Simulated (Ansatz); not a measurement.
Step by step: Yb, relaxation of cell and atoms

These are results of DFT, PBE, PAW with Ansatz's default frozen-core files, scalar-relativistic in Ansatz 0.2.0, not measurements.

Command: `ansatz run input.yaml --threads 1 --pin off --max-ram 2048MiB --backend cpu --events-out ev --progress --plain --runs-dir out` The run took 13 s on 1 thread of Arm Neoverse V1 (shared host), peak memory 0.32 GiB.

```yaml
crystal:
  lattice:
    - [3.2195088072, 0.0, 0.0]
    - [0.0, 3.2195088072, 0.0]
    - [0.0, 0.0, 3.2195088072]
  atoms:
    - { symbol: Yb, position: [0.0, 0.0, 0.0] }
kpoints:
  mp_grid: { grid: [10, 10, 10] }
scf:
  occupations: { method: fermi_dirac, width: 0.05 }
hamiltonian:
  xc: pbe
  pseudopotentials: { kind: paw }
output:
  forces: true
  stress: true
relax:
  f_tol: 0.005
  max_steps: 80
  cell: {}
```

Semilocal functionals without a Hubbard term describe localised f shells poorly; where the shell is localised, the real material differs.

No spin–orbit coupling, which matters for the heavy atoms here.

The cell is built from the sc type as a first guess.

The cutoff is 420 eV; energies and pressures of the walk include the program's estimate of the Pulay term.

Each frame lists the cell vectors (Å), then Cartesian positions (Å); symmetry keeps all forces zero. Free energies count from the first step, -13794.4926 eV.

The walk took 7 evaluations in all; steps that aren't listed are left out.

Step 1: E = 0.0 meV, P = 2.22 GPa

```
cell 3.2195 0.0000 0.0000 0.0000 3.2195 0.0000 0.0000 0.0000 3.2195
Yb    0.0000    0.0000    0.0000
```

Step 2:

```
cell 3.2839 0.0000 0.0000 0.0000 3.2839 0.0000 0.0000 0.0000 3.2839
Yb    0.0000    0.0000    0.0000
```

Step 3: E = -29.7 meV, P = 0.28 GPa

```
cell 3.3562 0.0000 0.0000 0.0000 3.3562 0.0000 0.0000 0.0000 3.3562
Yb    0.0000    0.0000    0.0000
```

Step 4: E = -30.4 meV, P = 0.04 GPa

```
cell 3.3809 0.0000 0.0000 0.0000 3.3809 0.0000 0.0000 0.0000 3.3809
Yb    0.0000    0.0000    0.0000
```

Step 5: E = -32.2 meV, P = 0.06 GPa (the cell of the step before, solved again on a basis chosen afresh, hence the jump)

Q: Give the energy, pressure of step 2.

A: E = -20.3 meV, P = 1.13 GPa
```
Yb    0.0000    0.0000    0.0000
```

Q: How does the relaxation end?

A: It converges, with a = 3.388 Å, b = 3.388 Å, c = 3.388 Å, α = 90.00°, β = 90.00°, γ = 90.00° (conventional cell, space group Pm-3m). The last solve (on a basis chosen afresh for the final cell, so its energy is not quite comparable) gives E = -32.3 meV, P = 0.00 GPa:
```
cell 3.3876 0.0000 0.0000 0.0000 3.3876 0.0000 0.0000 0.0000 3.3876
Yb    0.0000    0.0000    0.0000
```
